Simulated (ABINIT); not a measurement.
**Ti: relaxation of cell and atoms with revPBE**

Crystal: Ti.

```
Ti
1.0
     2.95000    0.00000    0.00000
    -1.47500    2.55477    0.00000
     0.00000    0.00000    4.68000
Ti
2
Direct
  0.66667 0.33333 0.75000
  0.33333 0.66667 0.25000
```

| Property | Result |
| --- | --- |
| Program | ABINIT 10.8.3 (patched build) |
| Task | relaxation of cell and atoms |
| Functional | revPBE |
| Potentials or basis | JTH PAW PBE v2.0 |
| Cutoff | 408 eV |
| k mesh | 10 × 10 × 6 |
| Occupations | fermi-dirac, width 0.05 eV |
| Spin | no spin polarisation |
| Cell freedom (optcell) | 2 |
| Cutoff smearing ecutsm (Ha) | 0.5 |
| Optimiser (ionmov) | 2 |
| Force stop (Ha/bohr) | 0.0001 |
| Fine-grid cutoff | 816.342 eV |
| Exchange and correlation inside the PAW spheres | full angular mesh (pawxcdev 0, this build's default; the released program takes 1) |

| Item | Value |
| --- | --- |
| Relaxed volume | 17.81 Å³/atom |
| Relaxed cell | a = 2.963 Å, b = 2.963 Å, c = 4.685 Å, α = 90.00°, β = 90.00°, γ = 120.00° |
| Space group after relaxing (to 0.05 Å) | P6_3/mmc (No. 194) |
| Energy gained by relaxing | 0.6 meV/atom |
| Ionic steps | 5 |
| Pressure after relaxing | 0.0 GPa |
| Band gap on the k mesh | none (metal or under the smearing width) |
| Valence electrons inside the program's atomic spheres | Ti 10.13 (radii [1.2214] Å) |

The path:
```tsv
step	energy change (eV)	largest force (eV/Å)	pressure (GPa)	volume (Å³)
1	0.0000	0.0000	1.03	35.27
2	-0.0006	0.0000	0.68	35.38
3	-0.0011	0.0000	-0.01	35.61
4	-0.0011	0.0000	-0.02	35.61
5	-0.0011	0.0000	-0.02	35.61
```

Final structure:
```
Ti
1.0
     2.96269    0.00000    0.00000
    -1.48134    2.56576    0.00000
     0.00000    0.00000    4.68511
Ti
2
Direct
  0.66667 0.33333 0.75000
  0.33333 0.66667 0.25000
```

Levels at points of the mesh, in eV from the Fermi level:
```
           k point  band 9  band 10  band 11  band 12  band 13  band 14  band 15  band 16
(0.00, 0.00, 0.00)   -6.14    -2.62     0.71     0.77     0.77     0.89     1.26     1.26
(0.50, 0.00, 0.00)   -2.31    -2.09    -1.78    -0.66     0.49     0.63     1.16     3.25
(0.00, 0.00, 0.50)   -4.31    -4.31     0.10     0.10     0.68     0.68     0.68     0.68
(0.50, 0.00, 0.50)   -2.47    -2.47    -0.78    -0.78     1.26     1.26     1.70     1.70
```

It took 77 s on 1 thread of Arm Neoverse V2 (shared host), peak memory 0.12 GiB.

Caveat: the PAW data sets were made with another functional, which shifts forces and pressure a little. revPBE gives volumes clearly too large for solids.
